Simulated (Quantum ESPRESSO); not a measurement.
# Os (P6_3/mmc) in Quantum ESPRESSO: convergence with density cutoff

Aim: find how far density cutoff must go before the results for Os settle, at PBE. This setting moves, with any that are tied to it; all else stays.

Everything below comes from runs of Quantum ESPRESSO 7.5. Logs are shortened: lines on timing, memory, paths and dates and some standing lists are left out, and cuts for length are marked.

## Step 1: Starting point

The structure is hexagonal, space group P6_3/mmc (No. 194). The conventional cell has a = 2.734 Å, b = 2.734 Å, c = 4.320 Å, α = 90.00°, β = 90.00°, γ = 120.00°. Around Os (site symmetry -6m2) lie 12 Os at 2.68 to 2.73 Å.

## Step 2: With density cutoff 220 Ry

Contents of pw.in:

```
&CONTROL
  calculation = 'scf'
  prefix = 'pwscf'
  outdir = './tmp'
  pseudo_dir = './pseudo'
  tprnfor = .true.
  tstress = .true.
  disk_io = 'nowf'
/
&SYSTEM
  ibrav = 0
  nat = 2
  ntyp = 1
  ecutwfc = 55
  ecutrho = 220
  nbnd = 24
  occupations = 'smearing'
  smearing = 'mv'
  degauss = 0.00999582
/
&ELECTRONS
  conv_thr = 4d-10
  electron_maxstep = 120
  mixing_beta = 0.5
/
ATOMIC_SPECIES
Os   190.2300 Os_pbe_v1.2.uspp.F.UPF
CELL_PARAMETERS angstrom
   2.7341000000    0.0000000000    0.0000000000
  -1.3670500000    2.3678000565    0.0000000000
   0.0000000000    0.0000000000    4.3197000000
ATOMIC_POSITIONS crystal
Os     0.6666666667    0.3333333333    0.7500000000
Os     0.3333333333    0.6666666667    0.2500000000
K_POINTS automatic
11 11 6 0 0 0
```

Potentials or basis: SSSP 1.3 efficiency PBE.

Started as:

```
> OMP_NUM_THREADS=1 pw.x -in pw.in > pw.out
```

pw.out:

```text
This program is part of the open-source Quantum ESPRESSO suite
     for quantum simulation of materials; please cite
         "P. Giannozzi et al., J. Phys.:Condens. Matter 21 395502 (2009);
         "P. Giannozzi et al., J. Phys.:Condens. Matter 29 465901 (2017);
         "P. Giannozzi et al., J. Chem. Phys. 152 154105 (2020);
     in publications or presentations arising from this work. More details at

     Message from routine setup:
     using ibrav=0 with symmetry is DISCOURAGED, use correct ibrav instead

     G-vector sticks info
     --------------------
     sticks:   dense  smooth     PW     G-vecs:    dense   smooth      PW
     Sum         409     409    121                10383    10383    1797

     Using Slab Decomposition

     bravais-lattice index     =            0
     lattice parameter (alat)  =       5.1667  a.u.
     unit-cell volume          =     188.7164 (a.u.)^3
     number of atoms/cell      =            2
     number of atomic types    =            1
     number of electrons       =        32.00
     number of Kohn-Sham states=           24
     kinetic-energy cutoff     =      55.0000  Ry
     charge density cutoff     =     220.0000  Ry
     scf convergence threshold =      4.0E-10
     mixing beta               =       0.5000
     number of iterations used =            8  plain     mixing
     Exchange-correlation= SLA  PW   PBE  PBE
                           (   1   4   3   4   0   0   0)

     celldm(1)=   5.166700  celldm(2)=   0.000000  celldm(3)=   0.000000
     celldm(4)=   0.000000  celldm(5)=   0.000000  celldm(6)=   0.000000

     crystal axes: (cart. coord. in units of alat)
               a(1) = (   1.000000   0.000000   0.000000 )
               a(2) = (  -0.500000   0.866025   0.000000 )
               a(3) = (   0.000000   0.000000   1.579935 )

     reciprocal axes: (cart. coord. in units 2 pi/alat)
               b(1) = (  1.000000  0.577350 -0.000000 )
               b(2) = (  0.000000  1.154701  0.000000 )
               b(3) = (  0.000000 -0.000000  0.632937 )

     PseudoPot. # 1 for Os read from file:
     Os_pbe_v1.2.uspp.F.UPF
     Pseudo is Ultrasoft + core correction, Zval = 16.0
     Generated by new atomic code, or converted to UPF format
     Using radial grid of  983 points,  8 beta functions with:
                l(1) =   0
                l(2) =   0
                l(3) =   1
                l(4) =   1
                l(5) =   2
                l(6) =   2
                l(7) =   3
                l(8) =   3
     Q(r) pseudized with  8 coefficients,  rinner =    1.150   1.150   1.150
                                                       1.150   1.150   1.150
                                                       1.150

     atomic species   valence    mass     pseudopotential
     Os               16.00   190.23000     Os( 1.00)

     24 Sym. Ops., with inversion, found (12 have fractional translation)

   Cartesian axes

     site n.     atom                  positions (alat units)
         1        Os     tau(   1) = (   0.5000000   0.2886751   1.1849512  )
         2        Os     tau(   2) = (  -0.0000000   0.5773503   0.3949837  )

     number of k points=    64  Marzari-Vanderbilt smearing, width (Ry)=  0.0100
                       cart. coord. in units 2pi/alat
        k(    1) = (   0.0000000   0.0000000   0.0000000), wk =   0.0027548
        k(    2) = (   0.0000000   0.0000000   0.1054896), wk =   0.0055096
        k(    3) = (   0.0000000   0.0000000   0.2109792), wk =   0.0055096
        k(    4) = (   0.0000000   0.0000000  -0.3164687), wk =   0.0027548
        k(    5) = (   0.0000000   0.1049728   0.0000000), wk =   0.0165289
        k(    6) = (   0.0000000   0.1049728   0.1054896), wk =   0.0330579
[... 56 lines left out ...]
        k(   63) = (   0.2727273   0.5773503   0.2109792), wk =   0.0330579
        k(   64) = (   0.2727273   0.5773503  -0.3164687), wk =   0.0165289

     Dense  grid:    10383 G-vectors     FFT dimensions: (  25,  25,  40)

     Initial potential from superposition of free atoms

     starting charge      30.9999, renormalised to      32.0000

     negative rho (up, down):  2.622E-01 0.000E+00
     Starting wfcs are   26 randomized atomic wfcs

     Self-consistent Calculation

     iteration #  1     ecut=    55.00 Ry     beta= 0.50
     Davidson diagonalization with overlap
     ethr =  1.00E-02,  avg # of iterations =  4.4

     negative rho (up, down):  2.648E-01 0.000E+00

     total energy              =    -397.09224173 Ry
     estimated scf accuracy    <       0.38620510 Ry

     iteration #  2     ecut=    55.00 Ry     beta= 0.50
     Davidson diagonalization with overlap
     ethr =  1.21E-03,  avg # of iterations =  2.1

     negative rho (up, down):  2.605E-01 0.000E+00

     total energy              =    -397.15682676 Ry
     estimated scf accuracy    <       0.00300262 Ry
[... 37 lines left out ...]
     iteration #  7     ecut=    55.00 Ry     beta= 0.50
     Davidson diagonalization with overlap
     ethr =  9.28E-11,  avg # of iterations =  3.5

     negative rho (up, down):  2.589E-01 0.000E+00

     total energy              =    -397.15819278 Ry
     estimated scf accuracy    <          2.0E-09 Ry

     iteration #  8     ecut=    55.00 Ry     beta= 0.50
     Davidson diagonalization with overlap
     ethr =  6.34E-12,  avg # of iterations =  2.1

     negative rho (up, down):  2.589E-01 0.000E+00

     End of self-consistent calculation

          k = 0.0000 0.0000 0.0000 (  1291 PWs)   bands (ev):

   -60.2988 -60.1831 -20.2533 -19.3129 -19.3129 -19.1350 -19.1350 -19.0861
    15.4613  18.6179  23.3708  23.3708  23.6244  24.2151  24.2151  24.8631
    24.8631  26.4214  28.1192  28.1192  35.4408  39.7289  42.1529  43.4178

          k = 0.0000 0.0000 0.1055 (  1279 PWs)   bands (ev):

   -60.2911 -60.1908 -20.1793 -19.3011 -19.3011 -19.1689 -19.1470 -19.1470
    15.8061  18.6564  23.1927  23.1927  23.4278  23.9983  23.9983  25.3493
    25.3493  25.3951  28.1514  28.1514  36.9171  39.1630  42.3825  43.5406

          k = 0.0000 0.0000 0.2110 (  1285 PWs)   bands (ev):

   -60.2701 -60.2122 -19.9744 -19.3915 -19.2688 -19.2688 -19.1798 -19.1798
    16.7440  18.5817  22.9997  23.0497  23.0497  23.5508  23.5508  23.6830
    26.3357  26.3357  27.9847  27.9847  38.8929  40.0115  40.8376  45.2074
[... 355 lines left out ...]
          k = 0.2727 0.5774 0.2110 (  1309 PWs)   bands (ev):

   -60.1799 -60.1740 -20.0085 -19.9658 -19.7975 -19.6252 -19.3626 -19.3158
    20.1448  20.7711  21.2089  21.5182  22.8664  23.2232  24.8937  26.0785
    27.9271  28.3847  32.9611  33.2711  36.1246  37.2845  37.3260  39.8040

          k = 0.2727 0.5774-0.3165 (  1318 PWs)   bands (ev):

   -60.1770 -60.1770 -20.0268 -20.0268 -19.7149 -19.7149 -19.2936 -19.2936
    20.3584  20.3584  21.6065  21.6065  22.9674  22.9674  25.1290  25.1290
    28.1559  28.1559  34.0842  34.0842  35.8695  35.8695  38.3826  38.3826

     the Fermi energy is    26.3686 ev

!    total energy              =    -397.15819278 Ry
     estimated scf accuracy    <          5.8E-11 Ry
     smearing contrib. (-TS)   =       0.00012803 Ry
     internal energy E=F+TS    =    -397.15832081 Ry

     The total energy is F=E-TS. E is the sum of the following terms:
     one-electron contribution =     -41.66075706 Ry
     hartree contribution      =      44.26540202 Ry
     xc contribution           =     -75.00330499 Ry
     ewald contribution        =    -324.75966077 Ry

     convergence has been achieved in   8 iterations

     negative rho (up, down):  2.589E-01 0.000E+00

     Forces acting on atoms (cartesian axes, Ry/au):

     atom    1 type  1   force =     0.00000000   -0.00000000    0.00000000
     atom    2 type  1   force =    -0.00000000    0.00000000    0.00000000

     Total force =     0.000000     Total SCF correction =     0.000000

     Computing stress (Cartesian axis) and pressure

     negative rho (up, down):  2.589E-01 0.000E+00
          total   stress  (Ry/bohr**3)                   (kbar)     P=       82.41
   0.00054125   0.00000000   0.00000000           79.62        0.00        0.00
   0.00000000   0.00054125   0.00000000            0.00       79.62        0.00
   0.00000000   0.00000000   0.00059821            0.00        0.00       88.00

=------------------------------------------------------------------------------=
   JOB DONE.
=------------------------------------------------------------------------------=
```

Wall time 30 s (1 thread of Arm Neoverse V1, shared host); peak memory 0.16 GiB.

What came out:

- Free energy: -5403.6125 eV
- Pressure: 8.2 GPa
- Band gap on the k mesh: none (metal or under the smearing width)

## Step 3: With density cutoff 275 Ry

Edit pw.in of step 2 so:

```diff
@@ -14,3 +14,3 @@
   ecutwfc = 55
-  ecutrho = 220
+  ecutrho = 275
   nbnd = 24
```

Potentials or basis: SSSP 1.3 efficiency PBE.

Started as:

```
> OMP_NUM_THREADS=1 pw.x -in pw.in > pw.out
```

Run time: 31 s. Hardware: 1 thread of Arm Neoverse V1, shared host; peak memory 0.19 GiB.

Results:

```
Free energy            : -5403.6105 eV
Pressure               : 8.2 GPa
Band gap on the k mesh : none (metal or under the smearing width)
```

## Step 4: With density cutoff 330 Ry

Edit pw.in of step 3 so:

```diff
@@ -14,3 +14,3 @@
   ecutwfc = 55
-  ecutrho = 275
+  ecutrho = 330
   nbnd = 24
```

Started as:

```
> OMP_NUM_THREADS=1 pw.x -in pw.in > pw.out
```

Wall time 33 s (1 thread of Arm Neoverse V1, shared host); peak memory 0.23 GiB.

What came out:

- Free energy: -5403.6098 eV
- Pressure: 8.3 GPa
- Band gap on the k mesh: none (metal or under the smearing width)

## Step 5: With density cutoff 385 Ry

Edit pw.in of step 4 so:

```diff
@@ -14,3 +14,3 @@
   ecutwfc = 55
-  ecutrho = 330
+  ecutrho = 385
   nbnd = 24
```

Started as:

```
> OMP_NUM_THREADS=1 pw.x -in pw.in > pw.out
```

It took 34 s on 1 thread of Arm Neoverse V1, shared host; peak memory 0.28 GiB.

Results:

* Free energy: -5403.6096 eV
* Pressure: 8.2 GPa
* Band gap on the k mesh: none (metal or under the smearing width)

## Step 6: With density cutoff 440 Ry

Edit pw.in of step 5 so:

```diff
@@ -14,3 +14,3 @@
   ecutwfc = 55
-  ecutrho = 385
+  ecutrho = 440
   nbnd = 24
```

Potentials or basis: SSSP 1.3 efficiency PBE.

Started as:

```
> OMP_NUM_THREADS=1 pw.x -in pw.in > pw.out
```

It took 36 s on 1 thread of Arm Neoverse V1, shared host; peak memory 0.33 GiB.

It converged, with:

| Item | Value |
| --- | --- |
| Free energy | -5403.6094 eV |
| Pressure | 8.2 GPa |
| Band gap on the k mesh | none (metal or under the smearing width) |

## Step 7: With density cutoff 550 Ry

Edit pw.in of step 6 so:

```diff
@@ -14,3 +14,3 @@
   ecutwfc = 55
-  ecutrho = 440
+  ecutrho = 550
   nbnd = 24
```

Started as:

```
> OMP_NUM_THREADS=1 pw.x -in pw.in > pw.out
```

Wall time 40 s (1 thread of Arm Neoverse V1, shared host); peak memory 0.44 GiB.

The run converged. Its results:

* Free energy: -5403.6094 eV
* Pressure: 8.2 GPa
* Band gap on the k mesh: none (metal or under the smearing width)

## Step 8: With density cutoff 660 Ry

Edit pw.in of step 7 so:

```diff
@@ -14,3 +14,3 @@
   ecutwfc = 55
-  ecutrho = 550
+  ecutrho = 660
   nbnd = 24
```

Started as:

```
> OMP_NUM_THREADS=1 pw.x -in pw.in > pw.out
```

It took 44 s on 1 thread of Arm Neoverse V1, shared host; peak memory 0.56 GiB.

The run converged. Its results:

| Property | Result |
| --- | --- |
| Free energy | -5403.6094 eV |
| Pressure | 8.2 GPa |
| Band gap on the k mesh | none (metal or under the smearing width) |

## Step 9: With density cutoff 880 Ry

Edit pw.in of step 8 so:

```diff
@@ -14,3 +14,3 @@
   ecutwfc = 55
-  ecutrho = 660
+  ecutrho = 880
   nbnd = 24
```

Potentials or basis: SSSP 1.3 efficiency PBE.

Started as:

```
> OMP_NUM_THREADS=1 pw.x -in pw.in > pw.out
```

It took 54 s on 1 thread of Arm Neoverse V1, shared host; peak memory 0.84 GiB.

It converged, with:

```yaml
Free_energy: -5403.6095 eV
Pressure: 8.2 GPa
Band_gap_on_the_k_mesh: none (metal or under the smearing width)
```

## Step 10: Result

```
density cutoff  energy less the tightest run, at zero smearing (meV/atom)  SCF cycles  CPU time (s)  peak memory (GiB)
        220 Ry                                                      -1.52           8            30               0.16
        275 Ry                                                      -0.50           8            31               0.19
        330 Ry                                                      -0.18           8            33               0.23
        385 Ry                                                      -0.09           8            34               0.28
        440 Ry                                                       0.03           8            36               0.33
        550 Ry                                                       0.03           8            40               0.44
        660 Ry                                                       0.01           8            44               0.56
        880 Ry                                                       0.00           8            54               0.84
```

Against the tightest run, the energy stays within 1 meV/atom from 275 Ry on. The tightest run that finished is the yardstick and may itself not be fully converged.
